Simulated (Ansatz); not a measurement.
MgS (Niningerite):

```
S Mg
1.0
     0.00000    2.60165    2.60165
     2.60165    0.00000    2.60165
     2.60165    2.60165    0.00000
S Mg
1 1
Direct
  0.50000 0.50000 0.50000
  0.00000 0.00000 0.00000
```

```yaml
Program: Ansatz 0.2.0
Task: relaxation of cell and atoms
Functional: revPBE
Potentials_or_basis: Ansatz PAW
Cutoff: "420 eV (not typed: the program's choice for these potentials)"
k_mesh: 9 × 9 × 9
Occupations: fermi-dirac, width 0.05 eV
Spin: no spin polarisation
```

At the start: volume 17.61 Å³/atom.

Problem. How do energy, volume and symmetry change on relaxing?

Solution. It ends after 4 steps and the volume is 18.29 Å³/atom (+3.9 %); space group Fm-3m (No. 225, to 0.05 Å).

Step by step:
| step | energy change (eV) | largest force (eV/Å) | volume (Å³) |
| --- | --- | --- | --- |
| 1 | 0.0000 | 0.0000 | 35.22 |
| 2 | -0.0116 | 0.0000 | 36.35 |
| 3 | -0.0120 | 0.0000 | 36.58 |
| 4 | -0.0120 | 0.0000 | 36.58 |

Final structure:
```yaml
crystal:
  lattice:
    - [0.00000, 2.63469, 2.63469]
    - [2.63469, 0.00000, 2.63469]
    - [2.63469, 2.63469, 0.00000]
  atoms:
    - { symbol: S, position: [0.50000, 0.50000, 0.50000] }
    - { symbol: Mg, position: [0.00000, 0.00000, 0.00000] }
```

Caveat: the plane-wave basis is chosen anew once the cell has moved, so the energies of steps on either side of that aren't comparable; the PAW data sets come from PBE, with cores solved anew for the run's functional, which leaves a small shift of forces and pressure.
